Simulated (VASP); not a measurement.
# Al2Au: equation of state with PBEsol

Al2Au:

```xyz
3
Lattice="0.0000 3.0000 3.0000 3.0000 0.0000 3.0000 3.0000 3.0000 0.0000" Properties=species:S:1:pos:R:3 pbc="T T T"
Au    0.0000    0.0000    0.0000
Al    4.5000    4.5000    4.5000
Al    1.5000    1.5000    1.5000
```

```json
{
  "Program": "VASP 6.6.1",
  "Task": "equation of state",
  "Functional": "PBEsol",
  "Potentials or basis": "VASP PAW PBE potentials, release 64 (Au, Al)",
  "Cutoff": "520 eV",
  "k mesh": "8 × 8 × 8",
  "Occupations": "fermi-dirac, width 0.05 eV",
  "Spin": "no spin polarisation"
}
```

| Property | Result |
| --- | --- |
| Equilibrium volume | 17.99 Å³/atom |
| Bulk modulus | 115 GPa |
| Pressure derivative of the bulk modulus | 4.9 (rough: it moves with the points fitted) |

Energy against volume, from the lowest point:
| volume (Å³/atom) | energy (meV/atom) |
| --- | --- |
| 17.280 | 10.73 |
| 17.640 | 2.48 |
| 18.000 | 0.00 |
| 18.360 | 2.66 |
| 18.720 | 9.88 |

All runs of the series together: 69 s on 1 thread of Intel(R) Xeon(R) Platinum 8488C (Sapphire Rapids), with other jobs on the host.

Caveat: the PAW data sets were made with another functional, which shifts forces and pressure a little. The run has no spin-orbit coupling, so splittings on Au are missing.
